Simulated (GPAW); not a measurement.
# Mg (P6/mmm) in GPAW: equation of state

How stiff is Mg in PBE, and what volume does it want? The cell is scaled to several volumes.

Everything below comes from runs of GPAW 26.7.0. Logs are shortened: lines on timing, memory, paths and dates and some standing lists are left out, and cuts for length are marked. The log counts tension as positive stress, the text compression.

**1. The structure**

It takes space group P6/mmm (No. 191, hexagonal). Conventional cell: a = 3.050 Å, b = 3.050 Å, c = 3.045 Å, α = 90.00°, β = 90.00°, γ = 120.00°. Mg (site symmetry 6/mmm) has 8 Mg at 3.04 to 3.05 Å as nearest neighbours.

This isn't the form of Mg at room conditions, which is hcp.

**2. Equation of state, PBE**

run.py reads:

```python
from ase.eos import EquationOfState
from ase.io import Trajectory, read
from ase.units import GPa
from gpaw import GPAW, PW

atoms = read('Mg.xyz')

traj = Trajectory('eos.traj', 'w')
volumes, energies = [], []
for x in [0.94, 0.96, 0.98, 1.0, 1.02, 1.04, 1.06]:
    a = atoms.copy()
    a.set_cell(atoms.cell * x**(1 / 3), scale_atoms=True)
    calc = GPAW(mode=PW(800),
                xc='PBE',
                kpts={'size': (10, 10, 9), 'gamma': True},
                occupations={'name': 'fermi-dirac', 'width': 0.05},
                nbands=12,
                convergence={'density': 1e-05, 'energy': 1e-05},
                maxiter=150,
                txt=f'eos-{x:.2f}.txt')
    a.calc = calc
    energies.append(a.get_potential_energy(force_consistent=True))
    volumes.append(a.get_volume())
    p = -a.get_stress()[:3].mean() / GPa
    calc.write(f'eos-{x:.2f}.gpw')
    traj.write(a)
    print(f'{x:.2f} {volumes[-1]:10.4f} A^3 {energies[-1]:14.6f} eV {p:9.3f} GPa', flush=True)

v0, e0, B = EquationOfState(volumes, energies, eos='birchmurnaghan').fit()
print(f'V0 = {v0:.4f} A^3, E0 = {e0:.6f} eV, B0 = {B / GPa:.2f} GPa')
```

Mg.xyz reads:

```xyz
1
Lattice="3.0502998005 0.0000000000 0.0000000000 -1.5251499003 2.6416371164 0.0000000000 0.0000000000 0.0000000000 3.0448375700" Properties=species:S:1:pos:R:3 pbc="T T T"
Mg     0.0000000000      0.0000000000      0.0000000000
```

Potentials or basis: GPAW PAW data sets (gpaw-data 1.2.1), pw.

Command:

```sh
$ OMP_NUM_THREADS=1 python run.py
```

What it wrote:

```text
__  _  _
 | _ |_)|_||  |
 |__||  | ||/\| - 26.7.0

Input parameters:
  mode=PW(ecut=800.0),
  convergence={'density': 1e-05, 'energy': 1e-05},
  kpts=MonkhorstPack(size=(10, 10, 9), gamma=True),
  maxiter=150,
  nbands=12,
  occupations=Occupations(name='fermi-dirac', width=0.05),
  xc=XC(name='PBE')

Diagonalizing LCAO Hamiltonian
Converting LCAO to pw mode

       Mg

Atoms  # Å, Bohr magnetons
|   | symbol |        x |        y |        z |    initial magnetic moments |
|---|--------|----------|----------|----------|-----------------------------|
| 0 |     Mg | 0.000000 | 0.000000 | 0.000000 | ( 0.0000,  0.0000,  0.0000) |

Unit cell  # Å
| periodic |         x |        y |        z |  lengths |     angles |
|----------|-----------|----------|----------|----------|------------|
|      yes |  2.988031 | 0.000000 | 0.000000 | 2.988031 |  90.000000 |
|      yes | -1.494016 | 2.587711 | 0.000000 | 2.988031 |  90.000000 |
|      yes |  0.000000 | 0.000000 | 2.982681 | 2.982681 | 120.000000 |

Number of symmetries: 24
Symmetry operations  # r_c * U_cc + t_c -> r_c
|    | kind |            matrix            |
|----|------|------------------------------|
|  0 |  σ   |  1, 1, 0,  0,-1, 0,  0, 0, 1 |
|  1 |  C2  |  1, 1, 0,  0,-1, 0,  0, 0,-1 |
|  2 |  C6  |  1, 1, 0, -1, 0, 0,  0, 0, 1 |
|  3 |  S6  |  1, 1, 0, -1, 0, 0,  0, 0,-1 |
|  4 |  E   |  1, 0, 0,  0, 1, 0,  0, 0, 1 |
|  5 |  σ   |  1, 0, 0,  0, 1, 0,  0, 0,-1 |
|  6 |  σ   |  1, 0, 0, -1,-1, 0,  0, 0, 1 |
|  7 |  C2  |  1, 0, 0, -1,-1, 0,  0, 0,-1 |
|  8 |  σ   |  0, 1, 0,  1, 0, 0,  0, 0, 1 |
|  9 |  C2  |  0, 1, 0,  1, 0, 0,  0, 0,-1 |
| 10 |  C3  |  0, 1, 0, -1,-1, 0,  0, 0, 1 |
| 11 |  S3  |  0, 1, 0, -1,-1, 0,  0, 0,-1 |
| 12 |  C6  |  0,-1, 0,  1, 1, 0,  0, 0, 1 |
| 13 |  S6  |  0,-1, 0,  1, 1, 0,  0, 0,-1 |
| 14 |  σ   |  0,-1, 0, -1, 0, 0,  0, 0, 1 |
| 15 |  C2  |  0,-1, 0, -1, 0, 0,  0, 0,-1 |
| 16 |  σ   | -1, 0, 0,  1, 1, 0,  0, 0, 1 |
| 17 |  C2  | -1, 0, 0,  1, 1, 0,  0, 0,-1 |
| 18 |  C2  | -1, 0, 0,  0,-1, 0,  0, 0, 1 |
| 19 |  i   | -1, 0, 0,  0,-1, 0,  0, 0,-1 |
| 20 |  C3  | -1,-1, 0,  1, 0, 0,  0, 0, 1 |
| 21 |  S3  | -1,-1, 0,  1, 0, 0,  0, 0,-1 |
| 22 |  σ   | -1,-1, 0,  0, 1, 0,  0, 0, 1 |
| 23 |  C2  | -1,-1, 0,  0, 1, 0,  0, 0,-1 |

BZ-sampling:
  Number of BZ points: 900
  Number of IBZ points: 70

  Monkhorst-Pack size: [10, 10, 9]
  Monkhorst-Pack shift: [0.05, 0.05, 0.0]

K-points  # in reciprocal-cell coordinates
|     |                                coordinates |     weight |
|-----|--------------------------------------------|------------|
|   0 | (  0.00000000,   0.00000000,   0.00000000) | 0.00111111 |
|   1 | (  0.00000000,   0.00000000,   0.11111111) | 0.00222222 |
|   2 | (  0.00000000,   0.00000000,   0.22222222) | 0.00222222 |
|   3 | (  0.00000000,   0.00000000,   0.33333333) | 0.00222222 |
|   4 | (  0.00000000,   0.00000000,   0.44444444) | 0.00222222 |
|   5 | (  0.10000000,   0.00000000,   0.00000000) | 0.00666667 |
|   6 | (  0.10000000,   0.00000000,   0.11111111) | 0.01333333 |
|   7 | (  0.10000000,   0.00000000,   0.22222222) | 0.01333333 |
|   8 | (  0.10000000,   0.00000000,   0.33333333) | 0.01333333 |
|   9 | (  0.10000000,   0.00000000,   0.44444444) | 0.01333333 |
| ... |                                            |            |
|  69 | (  0.50000000,   0.50000000,   0.44444444) | 0.00666667 |

Plane wave coefficients: 1198
Cutoff: 800.0 eV

Spin-components: 1 (collinear spins)
Bands:           12
Projectors:      5
Spin-degeneracy: 2
Datatype:        complex128

Parallelization:
  kpt:    1
  domain: 1
  band:   1

Density:
  Valence electrons: 10.0
  Components: 1
  Grid points: [20 20 20]
  Charge: 0.0  # |e|

Potential:
  Grid points: [20 20 20]

species:
  Mg:
    name:    Magnesium
    Z:       12.0
    valence: 10
    core:    2
    charge:  0.0  # [|e|]
    compensation charges:
      type: gauss
      rc: 0.33  # [Å]
      lmax: 2
    cutoffs:
      filter: 1.86  # [Å]
      core: 0.54  # [Å]
    projectors
    | kind |    occ | energy [eV] | rcut [Å] |
    |------|--------|-------------|----------|
    |   2s |  2.000 |     -79.840 |    1.090 |
    |   3s |  2.000 |      -4.705 |    1.090 |
    |   2p |  6.000 |     -46.613 |    1.085 |
    |   3p |  0.000 |      -1.330 |    1.085 |
    |    d |        |       0.000 |    1.037 |

    Using partial waves for Mg as LCAO basis

Reference energy: -5449.644889  # eV

eigensolver:
  PPCG
  Converge bands: occupied
  niter=2

density mixing:
  MSR1-Mixer
  Pratt-step length: 0.05
  Maximum mixing coefficient: 0.75
  Old densities: 10
  SVD Regularization: 0.005
  Good broyden scale: 1.0
  Trust region scale: 1.0
  Backstep threshold: 4.0
  History deletion threshold: 6.0
  Fourier metric: weight=20.0, sigma=0.015

occupation numbers:
  Fermi-Dirac:
    width: 0.0500  # eV

poisson solver:
  ecut: 6400.0  # eV

xc functional:
  name: PBE with 2 nearest neighbor stencil

convergence criteria:
- Maximum integral of absolute [dens]ity change: 1e-05 electrons / valence electron
- Maximum [total energy] change in last 3 cyles: 1e-05 eV / valence electron
- Maximum integral of absolute [eigenst]ate change: 4e-08 eV^2 / valence electron
maximum number of iterations: 150

SCF iterations
|iter     | |      energy | eigst |  dens |
|---------|-|-------------|-------|-------|
|iter:   1| |   -1.379176 | +0.03 |       |
|iter:   2| |   -1.379162 | -2.12 | -1.59 |
|iter:   3| |   -1.375383 | -2.47 | -1.61 |
|iter:   4| |   -1.376075 | -3.00 | -2.13 |
|iter:   5| |   -1.376097 | -5.15 | -3.12 |
|iter:   6| |   -1.376099c| -6.33 | -3.90 |
|iter:   7| |   -1.376099c| -6.83 | -4.37 |
|iter:   8| |   -1.376099c| -8.84c| -5.65c|

Converged in 8 steps
Energy contributions relative to reference atoms: (reference = -5449.644889)

Energy contributions:
  Kinetic:          -0.298154
  Coulomb:           1.804749
  Zero:             -0.022823
  External:          0.000000
  Xc:               -2.858672
  Entropy:          -0.002401
  Spinorbit:         0.000000
  ----------------------------
  Free energy:      -1.377300
  Extrapolated:     -1.376099

dipole moment: (-2.154815, -3.732250, -4.301913)  # |e|*Ang

Fermi level: 3.466
Eigenvalues  # (at kpt = [0.000, 0.000, 0.000])
| band index |      eig [eV] | occ [0-2] |
|------------|---------------|-----------|
|          0 |       -72.643 |     2.000 |
|          1 |       -39.421 |     2.000 |
|          2 |       -39.388 |     2.000 |
|          3 |       -39.388 |     2.000 |
|          4 |        -3.397 |     2.000 |
|          5 |        11.731 |     0.000 |
|          6 |        12.645 |     0.000 |
|          7 |        16.472 |     0.000 |
|          8 |        16.472 |     0.000 |
|          9 |        17.885 |     0.000 |
|         10 |        17.885 |     0.000 |
|         11 |        18.871 |     0.000 |

No gap
No difference between direct/indirect transitions

Stress tensor  # eV/Ang^3
|         x |         y |         z |
|-----------|-----------|-----------|
| -0.025723 | -0.000000 |  0.000000 |
| -0.000000 | -0.025723 |  0.000000 |
|  0.000000 |  0.000000 | -0.012354 |

# Writing to eos-0.94.gpw (mode='')
```

It took 89 s on 1 thread of Arm Neoverse V1, shared host; peak memory 0.24 GiB.

Results:

| Property | Result |
| --- | --- |
| Equilibrium volume | 25.49 Å³/atom |
| Bulk modulus at fixed shape and positions | 28 GPa |
| Pressure derivative of the bulk modulus | 3.8 |

Energy against volume, from the lowest point:
| volume (Å³/atom) | energy (meV/atom) |
| --- | --- |
| 23.063 | 23.76 |
| 23.553 | 14.61 |
| 24.044 | 7.87 |
| 24.535 | 3.32 |
| 25.025 | 0.75 |
| 25.516 | 0.00 |
| 26.007 | 0.90 |

Caveat: the cell was scaled at fixed shape and fractional positions, which overstates the stiffness of a crystal with free parameters, most of all of layers and chains.
